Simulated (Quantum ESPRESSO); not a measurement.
## Al in Quantum ESPRESSO: convergence with k mesh

The system is Al.

```
Al
1.0
     0.00000    2.02481    2.02481
     2.02481    0.00000    2.02481
     2.02481    2.02481    0.00000
Al
1
Direct
  0.00000 0.00000 0.00000
```

```yaml
Program: Quantum ESPRESSO 7.5
Task: single point
Functional: PBE
Potentials_or_basis: PseudoDojo 0.4 SR PBE stringent
Cutoff: 544 eV
Density_cutoff: 2177 eV
k_mesh: 2 × 2 × 2
Occupations: cold, width 0.136 eV
Spin: no spin polarisation
```

These are the settings of the first run; the series varies k mesh, with any setting tied to it.

Hardware: 1 thread of Arm Neoverse V2, on a shared host.

| k mesh | energy less the tightest run, at zero smearing (meV/atom) | pressure (GPa) | SCF cycles | CPU time (s) | peak memory (GiB) |
| --- | --- | --- | --- | --- | --- |
| 2 × 2 × 2 | -673.01 | -6.22 | 6 | 0.28 | 0.05 |
| 3 × 3 × 3 | 572.78 | -1.67 | 7 | 0.33 | 0.05 |
| 5 × 5 × 5 | 57.02 | 1.24 | 7 | 0.56 | 0.05 |
| 7 × 7 × 7 | -46.29 | -1.19 | 6 | 0.85 | 0.05 |
| 8 × 8 × 8 | 4.73 | -0.66 | 6 | 1.1 | 0.05 |
| 10 × 10 × 10 | 19.74 | -0.79 | 6 | 1.7 | 0.05 |
| 11 × 11 × 11 | -7.92 | -0.64 | 6 | 2 | 0.05 |
| 13 × 13 × 13 | 4.37 | -0.86 | 6 | 2.9 | 0.05 |
| 15 × 15 × 15 | 0.00 | -0.82 | 6 | 4.1 | 0.05 |

Against the tightest run, the pressure stays within 0.1 GPa from 13 × 13 × 13 on. Not settled before the last step: the energy (to 1 meV/atom). Meshes of other sizes hit other points, so gaps and Fermi surfaces needn't settle smoothly. The tightest run that finished is the yardstick and may itself not be fully converged.
